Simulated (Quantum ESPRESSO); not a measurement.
# PbS (Pm-3m) in Quantum ESPRESSO: further runs

Aim: see how the results for PbS move with the level of theory and the settings. Levels: LDA, PBE. Tasks: phonons.

All numbers are computed with Quantum ESPRESSO 7.5; they aren't measurements. Logs are shortened: lines on timing, memory, paths and dates and some standing lists are left out, and cuts for length are marked.

## 1. The crystal as given

It takes space group Pm-3m (No. 221, cubic). The conventional cell has a = 3.654 Å, b = 3.654 Å, c = 3.654 Å, α = 90.00°, β = 90.00°, γ = 90.00°. Pb (site symmetry m-3m) has 8 S at 3.16 Å as nearest neighbours. Around S (site symmetry m-3m) lie 8 Pb at 3.16 Å.

Measurements of this composition are mostly on another form, of space group No. 225.

## 2. Phonons, LDA

Contents of pw.in:

```
&CONTROL
  calculation = 'scf'
  prefix = 'pwscf'
  outdir = './tmp'
  pseudo_dir = './pseudo'
  tprnfor = .true.
  tstress = .true.
  disk_io = 'low'
/
&SYSTEM
  ibrav = 0
  A = 3.653659
  nat = 2
  ntyp = 2
  ecutwfc = 56
  nbnd = 16
  occupations = 'smearing'
  smearing = 'mv'
  degauss = 0.01469973
/
&ELECTRONS
  conv_thr = 4d-10
  electron_maxstep = 120
  mixing_beta = 0.5
/
ATOMIC_SPECIES
Pb   207.2000 Pb.upf
S     32.0600 S.upf
CELL_PARAMETERS alat
   1.0000000000    0.0000000000    0.0000000000
   0.0000000000    1.0000000000    0.0000000000
   0.0000000000    0.0000000000    1.0000000000
ATOMIC_POSITIONS alat
Pb     0.0000000000    0.0000000000    0.0000000000
S      0.5000000000    0.5000000000    0.5000000000
K_POINTS automatic
7 7 7 0 0 0
```

Contents of relax.in:

```
&CONTROL
  calculation = 'vc-relax'
  prefix = 'pwscf'
  outdir = './tmp'
  pseudo_dir = './pseudo'
  tprnfor = .true.
  tstress = .true.
  disk_io = 'low'
  nstep = 40
  forc_conv_thr = 0.0001
  etot_conv_thr = 1d-06
/
&SYSTEM
  ibrav = 0
  A = 3.653659
  nat = 2
  ntyp = 2
  ecutwfc = 56
  nbnd = 16
  occupations = 'smearing'
  smearing = 'mv'
  degauss = 0.01469973
/
&ELECTRONS
  conv_thr = 4d-10
  electron_maxstep = 120
  mixing_beta = 0.5
/
&IONS
  ion_dynamics = 'bfgs'
/
&CELL
  cell_dynamics = 'bfgs'
  press = 0
  press_conv_thr = 0.2
/
ATOMIC_SPECIES
Pb   207.2000 Pb.upf
S     32.0600 S.upf
CELL_PARAMETERS alat
   1.0000000000    0.0000000000    0.0000000000
   0.0000000000    1.0000000000    0.0000000000
   0.0000000000    0.0000000000    1.0000000000
ATOMIC_POSITIONS alat
Pb     0.0000000000    0.0000000000    0.0000000000
S      0.5000000000    0.5000000000    0.5000000000
K_POINTS automatic
7 7 7 0 0 0
```

Contents of scf2.in:

```
&CONTROL
  calculation = 'scf'
  prefix = 'pwscf'
  outdir = './tmp'
  pseudo_dir = './pseudo'
  tprnfor = .true.
  tstress = .true.
  disk_io = 'low'
/
&SYSTEM
  ibrav = 0
  A = 3.53788188
  nat = 2
  ntyp = 2
  ecutwfc = 56
  nbnd = 16
  occupations = 'smearing'
  smearing = 'mv'
  degauss = 0.01469973
/
&ELECTRONS
  conv_thr = 1d-13
  electron_maxstep = 120
  mixing_beta = 0.5
  startingpot = 'file'
  startingwfc = 'file'
/
ATOMIC_SPECIES
Pb   207.2000 Pb.upf
S     32.0600 S.upf
CELL_PARAMETERS alat
   1.0000000003    0.0000000000    0.0000000000
   0.0000000000    1.0000000003    0.0000000000
   0.0000000000    0.0000000000    1.0000000003
ATOMIC_POSITIONS alat
Pb     0.0000000000    0.0000000000    0.0000000000
S      0.5000000001    0.5000000001    0.5000000001
K_POINTS automatic
7 7 7 0 0 0
```

Contents of ph.in:

```
phonons of PbS
&INPUTPH
  prefix = 'pwscf'
  outdir = './tmp'
  tr2_ph = 1d-18
  fildyn = 'dyn'
  niter_ph = 90
  alpha_mix(1) = 0.4
/
0.0000000000 0.0000000000 0.0000000000
```

Contents of dynmat.in:

```
&INPUT
  fildyn = 'dyn'
  asr = 'crystal'
  filout = 'dynmat.disp'
  fileig = 'dynmat.eig'
/
```

Potentials or basis: PseudoDojo 0.4.1 SR LDA standard.

On the command line:

```bash
OMP_NUM_THREADS=1 pw.x -in pw.in > pw.out
OMP_NUM_THREADS=1 pw.x -in relax.in > relax.out
OMP_NUM_THREADS=1 pw.x -in scf2.in > scf2.out
OMP_NUM_THREADS=1 ph.x -in ph.in > ph.out
OMP_NUM_THREADS=1 dynmat.x -in dynmat.in > dynmat.out
```

pw.out:

```text
This program is part of the open-source Quantum ESPRESSO suite
     for quantum simulation of materials; please cite
[... 9 lines left out ...]
     --------------------
     sticks:   dense  smooth     PW     G-vecs:    dense   smooth      PW
     Sum         853     853    249                18805    18805    2969

     Using Slab Decomposition

     bravais-lattice index     =            0
     lattice parameter (alat)  =       6.9044  a.u.
     unit-cell volume          =     329.1400 (a.u.)^3
     number of atoms/cell      =            2
     number of atomic types    =            2
     number of electrons       =        20.00
     number of Kohn-Sham states=           16
     kinetic-energy cutoff     =      56.0000  Ry
     charge density cutoff     =     224.0000  Ry
     scf convergence threshold =      4.0E-10
     mixing beta               =       0.5000
     number of iterations used =            8  plain     mixing
     Exchange-correlation= SLA  PW   NOGX NOGC
                           (   1   4   0   0   0   0   0)

     celldm(1)=   6.904415  celldm(2)=   0.000000  celldm(3)=   0.000000
     celldm(4)=   0.000000  celldm(5)=   0.000000  celldm(6)=   0.000000

     crystal axes: (cart. coord. in units of alat)
               a(1) = (   1.000000   0.000000   0.000000 )
               a(2) = (   0.000000   1.000000   0.000000 )
               a(3) = (   0.000000   0.000000   1.000000 )

     reciprocal axes: (cart. coord. in units 2 pi/alat)
               b(1) = (  1.000000  0.000000  0.000000 )
               b(2) = (  0.000000  1.000000  0.000000 )
               b(3) = (  0.000000  0.000000  1.000000 )

     PseudoPot. # 1 for Pb read from file:
     Pb.upf
     Pseudo is Norm-conserving + core correction, Zval = 14.0
     Generated using ONCVPSP code by D. R. Hamann
     Using radial grid of 1638 points,  6 beta functions with:
                l(1) =   0
                l(2) =   0
                l(3) =   1
                l(4) =   1
                l(5) =   2
                l(6) =   2

     PseudoPot. # 2 for S  read from file:
     S.upf
     Pseudo is Norm-conserving + core correction, Zval =  6.0
     Generated using ONCVPSP code by D. R. Hamann
     Using radial grid of 1132 points,  6 beta functions with:
                l(1) =   0
                l(2) =   0
                l(3) =   1
                l(4) =   1
                l(5) =   2
                l(6) =   2

     atomic species   valence    mass     pseudopotential
     Pb               14.00   207.20000     Pb( 1.00)
     S                 6.00    32.06000     S ( 1.00)

     48 Sym. Ops., with inversion, found

   Cartesian axes

     site n.     atom                  positions (alat units)
         1        Pb     tau(   1) = (   0.0000000   0.0000000   0.0000000  )
         2        S      tau(   2) = (   0.5000000   0.5000000   0.5000000  )

     number of k points=    20  Marzari-Vanderbilt smearing, width (Ry)=  0.0147
                       cart. coord. in units 2pi/alat
        k(    1) = (   0.0000000   0.0000000   0.0000000), wk =   0.0058309
        k(    2) = (   0.0000000   0.0000000   0.1428571), wk =   0.0349854
        k(    3) = (   0.0000000   0.0000000   0.2857143), wk =   0.0349854
        k(    4) = (   0.0000000   0.0000000   0.4285714), wk =   0.0349854
        k(    5) = (   0.0000000   0.1428571   0.1428571), wk =   0.0699708
        k(    6) = (   0.0000000   0.1428571   0.2857143), wk =   0.1399417
[... 12 lines left out ...]
        k(   19) = (   0.2857143   0.4285714   0.4285714), wk =   0.1399417
        k(   20) = (   0.4285714   0.4285714   0.4285714), wk =   0.0466472

     Dense  grid:    18805 G-vectors     FFT dimensions: (  36,  36,  36)

     Initial potential from superposition of free atoms

     starting charge      19.9983, renormalised to      20.0000
     Starting wfcs are   13 randomized atomic wfcs +    3 random wfcs

     Self-consistent Calculation

     iteration #  1     ecut=    56.00 Ry     beta= 0.50
     Davidson diagonalization with overlap
     ethr =  1.00E-02,  avg # of iterations =  5.4

     Threshold (ethr) on eigenvalues was too large:
     Diagonalizing with lowered threshold

     Davidson diagonalization with overlap
     ethr =  7.74E-04,  avg # of iterations =  1.2

     WARNING: integrated charge=    20.00009163, expected=    20.00000000

     total energy              =    -162.63049278 Ry
     estimated scf accuracy    <       0.15315378 Ry

     iteration #  2     ecut=    56.00 Ry     beta= 0.50
     Davidson diagonalization with overlap
     ethr =  7.66E-04,  avg # of iterations =  2.0

     WARNING: integrated charge=    20.00006173, expected=    20.00000000

     total energy              =    -162.67161542 Ry
     estimated scf accuracy    <       0.04599597 Ry

     iteration #  3     ecut=    56.00 Ry     beta= 0.50
     Davidson diagonalization with overlap
     ethr =  2.30E-04,  avg # of iterations =  1.8

     WARNING: integrated charge=    19.99999710, expected=    20.00000000

     total energy              =    -162.67992587 Ry
     estimated scf accuracy    <       0.00133029 Ry

     iteration #  4     ecut=    56.00 Ry     beta= 0.50
     Davidson diagonalization with overlap
     ethr =  6.65E-06,  avg # of iterations =  4.0

     WARNING: integrated charge=    20.00000399, expected=    20.00000000

     total energy              =    -162.68012923 Ry
     estimated scf accuracy    <       0.00036404 Ry

     iteration #  5     ecut=    56.00 Ry     beta= 0.50
     Davidson diagonalization with overlap
     ethr =  1.82E-06,  avg # of iterations =  2.7

     total energy              =    -162.68018692 Ry
     estimated scf accuracy    <       0.00000259 Ry

     iteration #  6     ecut=    56.00 Ry     beta= 0.50
     Davidson diagonalization with overlap
     ethr =  1.30E-08,  avg # of iterations =  3.1

     total energy              =    -162.68018625 Ry
     estimated scf accuracy    <       0.00000828 Ry

     iteration #  7     ecut=    56.00 Ry     beta= 0.50
     Davidson diagonalization with overlap
     ethr =  1.30E-08,  avg # of iterations =  2.0

     total energy              =    -162.68018779 Ry
     estimated scf accuracy    <       0.00000018 Ry

     iteration #  8     ecut=    56.00 Ry     beta= 0.50
     Davidson diagonalization with overlap
     ethr =  8.79E-10,  avg # of iterations =  2.0

     total energy              =    -162.68018784 Ry
     estimated scf accuracy    <       0.00000006 Ry

     iteration #  9     ecut=    56.00 Ry     beta= 0.50
     Davidson diagonalization with overlap
     ethr =  3.24E-10,  avg # of iterations =  1.1

     total energy              =    -162.68018784 Ry
     estimated scf accuracy    <       0.00000001 Ry

     iteration # 10     ecut=    56.00 Ry     beta= 0.50
     Davidson diagonalization with overlap
     ethr =  7.03E-11,  avg # of iterations =  1.9

     End of self-consistent calculation

          k = 0.0000 0.0000 0.0000 (  2325 PWs)   bands (ev):

    -7.8810  -7.8810  -7.6688  -7.6688  -7.6688  -4.2332   2.0736   7.3049
     7.3049   7.3049  14.3119  14.3119  15.2729  15.2729  15.2729  21.5087

          k = 0.0000 0.0000 0.1429 (  2337 PWs)   bands (ev):

    -7.8790  -7.8506  -7.6801  -7.6801  -7.6677  -4.0582   1.7225   7.2650
     7.4732   7.4732  13.4636  14.4682  14.7945  14.7945  15.9644  21.3692

          k = 0.0000 0.0000 0.2857 (  2320 PWs)   bands (ev):

    -7.8747  -7.7830  -7.7054  -7.7054  -7.6653  -3.5747   0.8302   7.4961
     7.9121   7.9121  11.5080  13.7330  13.7330  14.9125  18.2763  19.6686

          k = 0.0000 0.0000 0.4286 (  2348 PWs)   bands (ev):

    -7.8712  -7.7293  -7.7255  -7.7255  -7.6633  -3.0069  -0.0620   8.2835
     8.3632   8.3632   9.6919  12.8477  12.8477  15.4732  18.3026  21.2753

          k = 0.0000 0.1429 0.1429 (  2345 PWs)   bands (ev):

    -7.8632  -7.8338  -7.6940  -7.6798  -7.6779  -3.8853   1.5163   6.5753
     7.6270   8.1388  12.6584  13.9737  14.5114  15.2764  16.7623  20.3002

          k = 0.0000 0.1429 0.2857 (  2329 PWs)   bands (ev):

    -7.8540  -7.7700  -7.7247  -7.7037  -7.6759  -3.4124   0.8712   6.3193
     8.0212   8.6154  10.9710  13.5565  13.7673  15.7551  18.6359  19.7308

          k = 0.0000 0.1429 0.4286 (  2320 PWs)   bands (ev):

    -7.8498  -7.7489  -7.7234  -7.7160  -7.6737  -2.8708   0.1225   6.7695
     8.1746   8.4121  10.4063  12.8503  13.0738  16.0745  19.3004  20.3574

          k = 0.0000 0.2857 0.2857 (  2326 PWs)   bands (ev):

    -7.8258  -7.7669  -7.7227  -7.7013  -7.6985  -2.9842   0.8569   5.3286
     7.9262   8.2866  10.8989  13.4551  13.7763  16.7852  18.9501  19.0274

          k = 0.0000 0.2857 0.4286 (  2325 PWs)   bands (ev):

    -7.8148  -7.7997  -7.7189  -7.6968  -7.6733  -2.5332   0.6330   5.2994
     6.5369   8.5257  11.5843  12.9881  13.6835  16.8224  19.0155  19.3130

          k = 0.0000 0.4286 0.4286 (  2326 PWs)   bands (ev):

    -7.8390  -7.7977  -7.7155  -7.7149  -7.6281  -2.2181   1.2197   4.5319
     5.0461   8.6210  12.5564  13.0578  14.3583  16.3277  18.3817  18.5997

          k = 0.1429 0.1429 0.1429 (  2322 PWs)   bands (ev):

    -7.8320  -7.8320  -7.6968  -7.6900  -7.6900  -3.7161   1.3874   6.7642
     6.7642   8.7588  12.5105  13.6056  13.6056  16.4516  16.4516  20.6385

          k = 0.1429 0.1429 0.2857 (  2326 PWs)   bands (ev):

    -7.8280  -7.7623  -7.7273  -7.7168  -7.6878  -3.2583   0.9197   6.2128
     7.2730   8.7449  11.4536  12.5477  13.8218  16.3776  18.3981  19.8161

          k = 0.1429 0.1429 0.4286 (  2321 PWs)   bands (ev):

    -7.8247  -7.7523  -7.7383  -7.7068  -7.6847  -2.7474   0.3058   6.4752
     7.8246   7.8390  11.1484  11.5330  14.0966  16.6347  19.0110  19.8598

          k = 0.1429 0.2857 0.2857 (  2332 PWs)   bands (ev):

    -7.7930  -7.7633  -7.7227  -7.7172  -7.7110  -2.8563   0.9509   5.5476
     7.3590   7.8570  11.3481  12.6811  13.1443  17.3428  18.6937  19.5913

          k = 0.1429 0.2857 0.4286 (  2324 PWs)   bands (ev):

    -7.7944  -7.7824  -7.7360  -7.7106  -7.6706  -2.4440   0.8138   5.4508
     6.5869   7.8257  11.1084  11.9343  13.9264  17.3503  18.8279  18.8598

          k = 0.1429 0.4286 0.4286 (  2334 PWs)   bands (ev):

    -7.8301  -7.7635  -7.7311  -7.7302  -7.6274  -2.1653   1.4009   4.7678
     5.2361   8.0617  11.5246  12.0943  13.1961  17.0509  19.0511  19.2962

          k = 0.2857 0.2857 0.2857 (  2329 PWs)   bands (ev):

    -7.7650  -7.7438  -7.7438  -7.7176  -7.7176  -2.5348   1.1653   6.1615
     6.1615   7.3221  11.1267  11.1267  12.9878  18.6866  18.8228  18.8228

          k = 0.2857 0.2857 0.4286 (  2329 PWs)   bands (ev):

    -7.7884  -7.7674  -7.7410  -7.7160  -7.6587  -2.2296   1.3163   5.6781
     6.4311   6.9383   9.7676  11.1435  12.7268  18.5994  19.1124  19.8059

          k = 0.2857 0.4286 0.4286 (  2336 PWs)   bands (ev):

    -7.8103  -7.7660  -7.7641  -7.6864  -7.6257  -2.0406   1.9010   5.4409
     5.7161   7.0693   9.6513  10.3265  11.2962  19.0869  20.5221  20.7366

          k = 0.4286 0.4286 0.4286 (  2332 PWs)   bands (ev):

    -7.7968  -7.7909  -7.7909  -7.6244  -7.6244  -1.9332   2.4695   6.0912
     6.3599   6.3599   8.7695   8.7695   9.6398  21.2863  21.6669  21.6669

     the Fermi energy is     8.8065 ev

!    total energy              =    -162.68018784 Ry
     estimated scf accuracy    <          9.5E-11 Ry
     smearing contrib. (-TS)   =       0.00034164 Ry
     internal energy E=F+TS    =    -162.68052948 Ry

     The total energy is F=E-TS. E is the sum of the following terms:
     one-electron contribution =     -29.96108808 Ry
     hartree contribution      =      27.88752367 Ry
     xc contribution           =     -45.75606542 Ry
     ewald contribution        =    -114.85089965 Ry

     convergence has been achieved in  10 iterations

     Forces acting on atoms (cartesian axes, Ry/au):

     atom    1 type  1   force =     0.00000000    0.00000000    0.00000000
     atom    2 type  2   force =     0.00000000    0.00000000    0.00000000

     Total force =     0.000000     Total SCF correction =     0.000000

     Computing stress (Cartesian axis) and pressure

          total   stress  (Ry/bohr**3)                   (kbar)     P=      -53.30
  -0.00036235   0.00000000   0.00000000          -53.30        0.00        0.00
   0.00000000  -0.00036235   0.00000000            0.00      -53.30        0.00
   0.00000000   0.00000000  -0.00036235            0.00        0.00      -53.30

=------------------------------------------------------------------------------=
   JOB DONE.
=------------------------------------------------------------------------------=
```

Wall time 2.1 min (1 thread of Arm Neoverse V2, shared host); peak memory 0.05 GiB.

What came out:

| Quantity | Value |
| --- | --- |
| Free energy | -2213.4596 eV |
| Relaxed volume | 22.14 Å³/atom |
| Relaxed cell | a = 3.538 Å, b = 3.538 Å, c = 3.538 Å, α = 90.00°, β = 90.00°, γ = 90.00° |
| Space group after relaxing (to 0.05 Å) | Pm-3m (No. 221) |
| Pressure after relaxing | 0.0 GPa |
| Band gap on the k mesh | none (metal or under the smearing width) |
| Highest phonon frequency at Γ | 0 cm⁻¹ |
| Most unstable mode | 66i cm⁻¹ |

Step by step:
| step | energy change (eV) | largest force (eV/Å) | pressure (GPa) | volume (Å³) |
| --- | --- | --- | --- | --- |
| 1 | 0.0000 | 0.0000 | -5.33 | 48.77 |
| 2 | -0.0388 | 0.0000 | -4.11 | 47.46 |
| 3 | -0.0755 | 0.0000 | -1.89 | 45.53 |
| 4 | -0.0828 | 0.0000 | 0.46 | 44.02 |
| 5 | -0.0832 | 0.0000 | -0.04 | 44.31 |
| 6 | -0.0832 | 0.0000 | 0.00 | 44.28 |

Final structure:
```xyz
2
Lattice="3.5379 0.0000 0.0000 0.0000 3.5379 0.0000 0.0000 0.0000 3.5379" Properties=species:S:1:pos:R:3 pbc="T T T"
Pb    0.0000    0.0000    0.0000
S     1.7689    1.7689    1.7689
```

Phonon frequencies in cm⁻¹ (negative: imaginary):
| q point | frequencies |
| --- | --- |
| (0.000, 0.000, 0.000) | -66 -66 -66 0 0 0 |

Optical modes at Γ, degenerate ones joined:
```csv
cm⁻¹,components,symmetry,active in
66i,3,T1u,IR
```

Caveat: the mesh is thin for the phonons of a metal; some modes are imaginary.

[end of part 1 of 2]
